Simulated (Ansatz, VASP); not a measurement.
**Two plane-wave programs on ScAl3**

Contents of INCAR:

```
  PREC = Accurate
  ENCUT = 520
  EDIFF = 1E-6
  ISMEAR = 0
  SIGMA = 0.1
  LREAL = F
  LASPH = T
  NELM = 100
  ALGO = Normal
  ISIF = 2
  LWAVE = F
  LCHARG = F
  GGA = PE
  NBANDS = 18
```

Contents of KPOINTS:

```
regular mesh
0
Gamma
  12 12 12
```

File POSCAR:

```
ScAl3
1.0
   -2.0127950000      2.0127950000      4.4231960000
    2.0127950000     -2.0127950000      4.4231960000
    2.0127950000      2.0127950000     -4.4231960000
Sc Al
1 3
Direct
    0.0000000000      0.0000000000      0.0000000000
    0.7500000000      0.2500000000      0.5000000000
    0.2601736392      0.7601736392      0.5000000000
    0.5000000000      0.5000000000      0.0000000000
```

Input for Ansatz:

```yaml
crystal:
  lattice:
    - [-2.012795, 2.012795, 4.423196]
    - [2.012795, -2.012795, 4.423196]
    - [2.012795, 2.012795, -4.423196]
  atoms:
    - { symbol: Sc, position: [0.0, 0.0, 0.0] }
    - { symbol: Al, position: [0.75, 0.25, 0.5] }
    - { symbol: Al, position: [0.2601736392, 0.7601736392, 0.5] }
    - { symbol: Al, position: [0.5, 0.5, 0.0] }
basis:
  ecutwfc: 420
kpoints:
  mp_grid: { grid: [12, 12, 12] }
hamiltonian:
  xc: pbe
scf:
  occupations: { method: gaussian, width: 0.1 }
output:
  forces: true
  stress: true
  eigenvalues: true
```

Change from the starting cell: one atom moved.

Alike in both runs: task single point; functional PBE; k mesh 12 × 12 × 12; occupations gaussian, width 0.1 eV; no spin polarisation.

|  | VASP | Ansatz |
| --- | --- | --- |
| version | VASP 6.6.1 | Ansatz 0.2.0 |
| potentials or method | VASP PAW PBE potentials, release 64 (Sc_sv, Al) | scalar-relativistic, plane waves, PAW |
| plane-wave cutoff (eV) | 520 | 420 |
| valence electrons in the cell | 20 | 20 |

Ansatz gave:

```
gap on the k mesh at the Fermi level (eV)       : none
pressure (GPa)                                  : -0.2
largest component of the traceless stress (GPa) : 0.34
rms of the force components (eV/Å)              : 0.166
```

Which values does VASP return?

gap on the k mesh at the Fermi level (eV): none; pressure (GPa): -0.2; largest component of the traceless stress (GPa): 0.34; rms of the force components (eV/Å): 0.167.

Atom by atom the forces differ by 0.001 eV/Å (rms over components). A gap of «none» marks a metal or a gap that the smearing closes.
